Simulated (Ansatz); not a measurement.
# NaI: consecutive steps of a trajectory

Theory: DFT PBEsol, scalar-relativistic, plane waves, PAW in Ansatz 0.2.0. The runs took a 420 eV cutoff, a Γ-centred 1×1×1 mesh and Fermi–Dirac smearing (0.02 eV). The mesh is coarse. No spin polarisation.

16 atoms, starting at 1.00 times the perfect crystal's volume (space group I4_1/amd, the cell as given, not relaxed at this level); Nosé–Hoover thermostat at 200 K, fixed cell; 99 steps of 6 fs. The run is short and not equilibrated. The time step is on the long side.

Positions in Å, velocities in 0.01 Å/fs, forces in eV/Å; dE is the potential energy from the first frame shown.

```xyz
16
Lattice="8.8581 0.0000 0.0000 0.0000 8.8581 0.0000 -2.2145 -2.2145 8.3638" Properties=species:S:1:pos:R:3:v100:R:3:forces:R:3 pbc="T T T" time_fs=198.00 dE_eV=0.0000 T_K=418
Na    2.5352   -0.2216    3.5476    0.7301    0.0579   -0.0641    0.0929    0.1304    0.0424
Na    6.7658    0.0538    5.1860    0.0099   -0.2686    0.4674   -0.0915   -0.1560   -0.1382
Na    2.3204    4.3268    4.3285    0.3047   -0.1751    0.5277    0.0373    0.0186    0.0703
Na    6.8641    4.1834    4.3169   -0.1360    0.0779    0.1626   -0.0834    0.1518    0.0036
Na    2.2724    2.3808   -0.2598   -0.4459    0.3186   -0.4368   -0.0538   -0.0490    0.0184
Na    6.3362    2.3383    0.2061    0.0440    0.2133    0.1418    0.0300    0.0017    0.0168
Na    1.9140    6.5334    0.3530   -0.3316    0.0307   -0.1051    0.1439    0.2229    0.0242
Na    6.5027    6.8402    0.1416   -0.0138    0.2134    0.2344   -0.0033   -0.0893    0.0667
I     0.1951    2.1427    4.6150    0.1393    0.0153    0.2681   -0.0748   -0.1265    0.0779
I     4.5666    2.0302    4.2558    0.0944   -0.0057    0.0030    0.0736   -0.0227   -0.0181
I     0.1703    6.7495    3.9115    0.1983   -0.1105   -0.2899    0.0651   -0.0767   -0.2234
I     4.6240    6.3457    4.0131    0.0298   -0.2998   -0.1384    0.0419   -0.1128   -0.0248
I    -0.1920    0.2103   -0.3717   -0.1755    0.1742   -0.3324    0.0057    0.1447   -0.2983
I     4.1629    0.0322    0.4825   -0.1475   -0.0043    0.4621   -0.1788    0.0408    0.2941
I    -0.0993    4.4455   -0.0286   -0.1998    0.0093    0.0662   -0.2699   -0.1556    0.1051
I     4.2743    4.6432   -0.3481    0.0318    0.1368   -0.2069    0.2653    0.0774   -0.0166
16
Lattice="8.8581 0.0000 0.0000 0.0000 8.8581 0.0000 -2.2145 -2.2145 8.3638" Properties=species:S:1:pos:R:3:v100:R:3:forces:R:3 pbc="T T T" time_fs=204.00 dE_eV=-0.0328 T_K=424
Na    2.5794   -0.2172    3.5441    0.7368    0.0858   -0.0535    0.0430    0.0991    0.0345
Na    6.7657    0.0366    5.2129   -0.0132   -0.3016    0.4226   -0.0924   -0.1384   -0.1677
Na    2.3388    4.3165    4.3605    0.3067   -0.1683    0.5371    0.0129    0.0163    0.0646
Na    6.8553    4.1892    4.3266   -0.1502    0.1117    0.1611   -0.0449    0.1274    0.0024
Na    2.2454    2.3994   -0.2857   -0.4460    0.3006   -0.4239    0.0031   -0.0589    0.0359
Na    6.3391    2.3511    0.2147    0.0477    0.2102    0.1444    0.0045   -0.0031    0.0202
Na    1.8954    6.5369    0.3470   -0.2881    0.0859   -0.0958    0.1668    0.2218    0.0386
Na    6.5018    6.8522    0.1560   -0.0163    0.1869    0.2485   -0.0183   -0.0983    0.0725
I     0.2033    2.1435    4.6311    0.1329    0.0091    0.2679   -0.1255   -0.1346    0.0772
I     4.5724    2.0298    4.2559    0.0970   -0.0068    0.0025    0.1036   -0.0288   -0.0036
I     0.1822    6.7428    3.8940    0.1987   -0.1118   -0.2960    0.0762   -0.0468   -0.2262
I     4.6259    6.3276    4.0049    0.0315   -0.3003   -0.1374    0.0551   -0.0940   -0.0194
I    -0.2025    0.2209   -0.3919   -0.1726    0.1782   -0.3414    0.0135    0.1418   -0.3052
I     4.1539    0.0320    0.5104   -0.1538   -0.0018    0.4684   -0.1894    0.0645    0.2725
I    -0.1116    4.4458   -0.0245   -0.2093    0.0023    0.0700   -0.2706   -0.1488    0.1063
I     4.2766    4.6514   -0.3604    0.0433    0.1385   -0.2044    0.2624    0.0807   -0.0026
16
Lattice="8.8581 0.0000 0.0000 0.0000 8.8581 0.0000 -2.2145 -2.2145 8.3638" Properties=species:S:1:pos:R:3:v100:R:3:forces:R:3 pbc="T T T" time_fs=210.00 dE_eV=-0.0607 T_K=423
Na    2.6236   -0.2113    3.5411    0.7286    0.1050   -0.0448   -0.0084    0.0665    0.0279
Na    6.7642    0.0176    5.2367   -0.0361   -0.3287    0.3697   -0.0925   -0.1198   -0.1985
Na    2.3572    4.3066    4.3929    0.3014   -0.1618    0.5434   -0.0129    0.0122    0.0594
Na    6.8460    4.1968    4.3362   -0.1537    0.1381    0.1589   -0.0036    0.0997    0.0020
Na    2.2189    2.4168   -0.3106   -0.4309    0.2803   -0.4057    0.0564   -0.0624    0.0519
Na    6.3419    2.3636    0.2234    0.0450    0.2053    0.1474   -0.0196   -0.0070    0.0234
Na    1.8795    6.5437    0.3415   -0.2397    0.1386   -0.0829    0.1814    0.2127    0.0515
Na    6.5007    6.8626    0.1714   -0.0222    0.1582    0.2631   -0.0311   -0.1063    0.0784
I     0.2110    2.1438    4.6472    0.1238    0.0027    0.2667   -0.1757   -0.1413    0.0750
I     4.5783    2.0294    4.2561    0.1008   -0.0080    0.0026    0.1348   -0.0306    0.0114
I     0.1941    6.7361    3.8760    0.1989   -0.1114   -0.3012    0.0848   -0.0197   -0.2276
I     4.6278    6.3096    3.9966    0.0337   -0.2989   -0.1359    0.0652   -0.0721   -0.0156
I    -0.2127    0.2317   -0.4126   -0.1689    0.1814   -0.3494    0.0202    0.1345   -0.3077
I     4.1445    0.0320    0.5387   -0.1598    0.0015    0.4721   -0.1938    0.0834    0.2465
I    -0.1245    4.4458   -0.0202   -0.2178   -0.0042    0.0737   -0.2642   -0.1338    0.1096
I     4.2795    4.6598   -0.3726    0.0544    0.1398   -0.2007    0.2589    0.0840    0.0127
16
Lattice="8.8581 0.0000 0.0000 0.0000 8.8581 0.0000 -2.2145 -2.2145 8.3638" Properties=species:S:1:pos:R:3:v100:R:3:forces:R:3 pbc="T T T" time_fs=216.00 dE_eV=-0.0838 T_K=418
Na    2.6668   -0.2046    3.5387    0.7057    0.1153   -0.0375   -0.0602    0.0332    0.0236
Na    6.7613   -0.0028    5.2572   -0.0583   -0.3496    0.3090   -0.0917   -0.1000   -0.2300
Na    2.3750    4.2971    4.4257    0.2890   -0.1563    0.5469   -0.0389    0.0066    0.0546
Na    6.8369    4.2058    4.3457   -0.1462    0.1565    0.1563    0.0390    0.0696    0.0022
Na    2.1937    2.4330   -0.3343   -0.4024    0.2595   -0.3830    0.1046   -0.0607    0.0658
Na    6.3444    2.3757    0.2324    0.0364    0.1991    0.1507   -0.0416   -0.0104    0.0266
Na    1.8666    6.5536    0.3370   -0.1891    0.1868   -0.0670    0.1872    0.1956    0.0628
Na    6.4991    6.8712    0.1876   -0.0308    0.1278    0.2782   -0.0411   -0.1130    0.0843
I     0.2181    2.1438    4.6631    0.1123   -0.0038    0.2648   -0.2241   -0.1473    0.0711
I     4.5845    2.0289    4.2562    0.1056   -0.0092    0.0034    0.1667   -0.0279    0.0265
I     0.2060    6.7295    3.8578    0.1990   -0.1095   -0.3055    0.0907    0.0045   -0.2277
I     4.6299    6.2918    3.9886    0.0361   -0.2957   -0.1339    0.0717   -0.0473   -0.0136
I    -0.2227    0.2427   -0.4338   -0.1645    0.1836   -0.3564    0.0255    0.1225   -0.3054
I     4.1347    0.0322    0.5671   -0.1654    0.0056    0.4733   -0.1924    0.0982    0.2154
I    -0.1378    4.4453   -0.0156   -0.2251   -0.0096    0.0773   -0.2506   -0.1114    0.1147
I     4.2831    4.6682   -0.3845    0.0649    0.1410   -0.1958    0.2554    0.0878    0.0291
16
Lattice="8.8581 0.0000 0.0000 0.0000 8.8581 0.0000 -2.2145 -2.2145 8.3638" Properties=species:S:1:pos:R:3:v100:R:3:forces:R:3 pbc="T T T" time_fs=222.00 dE_eV=-0.1025 T_K=410
Na    2.7082   -0.1975    3.5366    0.6691    0.1169   -0.0310   -0.1116   -0.0005    0.0224
Na    6.7572   -0.0243    5.2738   -0.0797   -0.3644    0.2412   -0.0899   -0.0795   -0.2614
Na    2.3919    4.2879    4.4585    0.2700   -0.1521    0.5482   -0.0637   -0.0001    0.0501
Na    6.8285    4.2156    4.3550   -0.1281    0.1665    0.1536    0.0814    0.0382    0.0030
Na    2.1706    2.4480   -0.3566   -0.3625    0.2395   -0.3569    0.1462   -0.0548    0.0775
Na    6.3463    2.3874    0.2415    0.0229    0.1919    0.1545   -0.0609   -0.0135    0.0297
Na    1.8568    6.5661    0.3335   -0.1387    0.2285   -0.0487    0.1845    0.1716    0.0726
Na    6.4970    6.8779    0.2047   -0.0412    0.0962    0.2939   -0.0480   -0.1182    0.0902
I     0.2245    2.1434    4.6789    0.0988   -0.0105    0.2622   -0.2693   -0.1529    0.0658
I     4.5909    2.0283    4.2565    0.1116   -0.0101    0.0049    0.1984   -0.0210    0.0415
I     0.2180    6.7230    3.8394    0.1989   -0.1065   -0.3092    0.0937    0.0257   -0.2266
I     4.6322    6.2742    3.9806    0.0387   -0.2909   -0.1316    0.0740   -0.0203   -0.0136
I    -0.2324    0.2537   -0.4554   -0.1597    0.1848   -0.3623    0.0293    0.1058   -0.2978
I     4.1246    0.0327    0.5955   -0.1703    0.0102    0.4720   -0.1859    0.1096    0.1793
I    -0.1515    4.4446   -0.0109   -0.2311   -0.0138    0.0810   -0.2302   -0.0828    0.1213
I     4.2873    4.6767   -0.3961    0.0750    0.1420   -0.1899    0.2520    0.0924    0.0460
16
Lattice="8.8581 0.0000 0.0000 0.0000 8.8581 0.0000 -2.2145 -2.2145 8.3638" Properties=species:S:1:pos:R:3:v100:R:3:forces:R:3 pbc="T T T" time_fs=228.00 dE_eV=-0.1174 T_K=399
Na    2.7471   -0.1906    3.5350    0.6200    0.1100   -0.0243   -0.1612   -0.0337    0.0256
Na    6.7518   -0.0466    5.2861   -0.0999   -0.3733    0.1669   -0.0869   -0.0584   -0.2918
Na    2.4074    4.2788    4.4914    0.2453   -0.1496    0.5477   -0.0860   -0.0072    0.0458
Na    6.8215    4.2258    4.3641   -0.0999    0.1684    0.1510    0.1221    0.0066    0.0043
Na    2.1502    2.4618   -0.3772   -0.3137    0.2216   -0.3285    0.1798   -0.0456    0.0866
Na    6.3472    2.3987    0.2509    0.0052    0.1838    0.1588   -0.0770   -0.0166    0.0325
Na    1.8500    6.5810    0.3312   -0.0909    0.2624   -0.0285    0.1743    0.1423    0.0810
Na    6.4942    6.8827    0.2228   -0.0526    0.0642    0.3104   -0.0514   -0.1216    0.0957
I     0.2300    2.1425    4.6946    0.0835   -0.0173    0.2591   -0.3106   -0.1586    0.0589
I     4.5978    2.0277    4.2568    0.1187   -0.0106    0.0070    0.2287   -0.0107    0.0559
I     0.2299    6.7167    3.8207    0.1986   -0.1025   -0.3124    0.0941    0.0442   -0.2244
I     4.6346    6.2569    3.9728    0.0411   -0.2846   -0.1293    0.0722    0.0082   -0.0157
I    -0.2419    0.2648   -0.4773   -0.1548    0.1849   -0.3673    0.0317    0.0846   -0.2847
I     4.1143    0.0334    0.6237   -0.1746    0.0151    0.4685   -0.1748    0.1185    0.1378
I    -0.1655    4.4437   -0.0059   -0.2357   -0.0165    0.0848   -0.2038   -0.0500    0.1291
I     4.2921    4.6852   -0.4073    0.0846    0.1431   -0.1831    0.2487    0.0980    0.0633
16
Lattice="8.8581 0.0000 0.0000 0.0000 8.8581 0.0000 -2.2145 -2.2145 8.3638" Properties=species:S:1:pos:R:3:v100:R:3:forces:R:3 pbc="T T T" time_fs=234.00 dE_eV=-0.1298 T_K=388
Na    2.7827   -0.1843    3.5337    0.5600    0.0951   -0.0164   -0.2081   -0.0655    0.0339
Na    6.7452   -0.0691    5.2938   -0.1187   -0.3767    0.0869   -0.0824   -0.0369   -0.3201
Na    2.4213    4.2699    4.5243    0.2160   -0.1489    0.5462   -0.1047   -0.0143    0.0416
Na    6.8165    4.2358    4.3731   -0.0625    0.1623    0.1489    0.1596   -0.0242    0.0062
Na    2.1329    2.4746   -0.3960   -0.2587    0.2066   -0.2987    0.2045   -0.0344    0.0929
Na    6.3469    2.4095    0.2606   -0.0157    0.1751    0.1635   -0.0897   -0.0201    0.0348
Na    1.8459    6.5976    0.3301   -0.0475    0.2878   -0.0068    0.1577    0.1093    0.0880
Na    6.4907    6.8856    0.2420   -0.0643    0.0323    0.3278   -0.0515   -0.1232    0.1008
I     0.2345    2.1413    4.7100    0.0667   -0.0242    0.2556   -0.3474   -0.1644    0.0506
I     4.6052    2.0270    4.2573    0.1269   -0.0105    0.0096    0.2565    0.0017    0.0692
I     0.2418    6.7107    3.8019    0.1983   -0.0978   -0.3153    0.0924    0.0603   -0.2212
I     4.6371    6.2400    3.9651    0.0433   -0.2771   -0.1271    0.0667    0.0368   -0.0196
I    -0.2510    0.2759   -0.4994   -0.1498    0.1840   -0.3714    0.0330    0.0596   -0.2665
I     4.1037    0.0345    0.6517   -0.1782    0.0203    0.4630   -0.1596    0.1259    0.0911
I    -0.1797    4.4426   -0.0007   -0.2388   -0.0176    0.0889   -0.1726   -0.0152    0.1377
I     4.2975    4.6939   -0.4181    0.0938    0.1444   -0.1757    0.2453    0.1046    0.0805
```

Q: What is the next frame?

A:
```xyz
16
Lattice="8.8581 0.0000 0.0000 0.0000 8.8581 0.0000 -2.2145 -2.2145 8.3638" Properties=species:S:1:pos:R:3:v100:R:3:forces:R:3 pbc="T T T" time_fs=240.00 dE_eV=-0.1410 T_K=376
Na    2.8143   -0.1791    3.5330    0.4905    0.0732   -0.0059   -0.2509   -0.0943    0.0477
Na    6.7375   -0.0918    5.2966   -0.1358   -0.3750    0.0021   -0.0764   -0.0157   -0.3456
Na    2.4333    4.2610    4.5570    0.1835   -0.1500    0.5440   -0.1186   -0.0209    0.0374
Na    6.8140    4.2452    4.3820   -0.0173    0.1492    0.1475    0.1923   -0.0528    0.0087
Na    2.1191    2.4865   -0.4130   -0.2002    0.1950   -0.2686    0.2197   -0.0221    0.0961
Na    6.3453    2.4197    0.2705   -0.0388    0.1657    0.1688   -0.0986   -0.0242    0.0366
Na    1.8442    6.6155    0.3304   -0.0099    0.3043    0.0160    0.1362    0.0745    0.0938
Na    6.4865    6.8866    0.2622   -0.0753    0.0009    0.3463   -0.0482   -0.1228    0.1055
I     0.2380    2.1396    4.7252    0.0489   -0.0312    0.2521   -0.3794   -0.1709    0.0411
I     4.6131    2.0264    4.2580    0.1362   -0.0099    0.0128    0.2804    0.0147    0.0811
I     0.2537    6.7050    3.7829    0.1980   -0.0926   -0.3183    0.0893    0.0745   -0.2170
I     4.6398    6.2236    3.9575    0.0451   -0.2687   -0.1253    0.0585    0.0640   -0.0249
I    -0.2599    0.2869   -0.5218   -0.1450    0.1820   -0.3747    0.0334    0.0319   -0.2437
I     4.0929    0.0359    0.6793   -0.1811    0.0256    0.4558   -0.1410    0.1325    0.0397
I    -0.1941    4.4416    0.0047   -0.2406   -0.0171    0.0933   -0.1380    0.0195    0.1466
I     4.3034    4.7026   -0.4284    0.1027    0.1461   -0.1679    0.2415    0.1119    0.0970
```